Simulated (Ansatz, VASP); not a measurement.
**Two plane-wave programs on KBr**

The input INCAR:

```
PREC = Accurate
ENCUT = 520
EDIFF = 1E-7
ISMEAR = 0
SIGMA = 0.05
LREAL = F
LASPH = T
NELM = 80
ALGO = Normal
ISIF = 2
LWAVE = F
LCHARG = F
GGA = PE
NBANDS = 15
```

File KPOINTS:

```
regular mesh
0
Gamma
  6 6 6
```

The input POSCAR:

```
KBr
1.0
    0.0000000000      3.2925000000      3.3912750000
    3.2925000000      0.0000000000      3.3912750000
    3.2925000000      3.2925000000      0.0000000000
K Br
1 1
Direct
    0.0000000000      0.0000000000      0.0000000000
    0.5000000000      0.5000000000      0.5000000000
```

Input for Ansatz:

```yaml
crystal:
  lattice:
    - [0.0, 3.2925, 3.391275]
    - [3.2925, 0.0, 3.391275]
    - [3.2925, 3.2925, 0.0]
  atoms:
    - { symbol: K, position: [0.0, 0.0, 0.0] }
    - { symbol: Br, position: [0.5, 0.5, 0.5] }
basis:
  ecutwfc: 420
kpoints:
  mp_grid: { grid: [6, 6, 6] }
hamiltonian:
  xc: pbe
scf:
  occupations: { method: gaussian, width: 0.05 }
output:
  forces: true
  stress: true
  eigenvalues: true
```

Change from the starting cell: strain +0.000 along x and y, +0.030 along z, atoms carried along.

Alike in both runs: task single point; functional PBE; k mesh 6 × 6 × 6; occupations gaussian, width 0.05 eV; no spin polarisation.

|  | VASP | Ansatz |
| --- | --- | --- |
| version | VASP 6.6.1 | Ansatz 0.2.0 |
| potentials or method | VASP PAW PBE potentials, release 64 (K_sv, Br) | scalar-relativistic, plane waves, PAW |
| plane-wave cutoff (eV) | 520 | 420 |
| valence electrons in the cell | 16 | 16 |

|  | VASP | Ansatz | Ansatz less VASP |
| --- | --- | --- | --- |
| gap on the k mesh at the Fermi level (eV) | 4.37 | 4.37 | +0.001 |
| least direct gap on the mesh (eV) | 4.37 | 4.37 | +0.001 |
| pressure (GPa) | 0.4 | 0.4 | -0.03 |
| largest component of the traceless stress (GPa) | 0.55 | 0.54 | -0.008 |

The functional is the same, so the differences come from potentials, cutoffs and numerics.
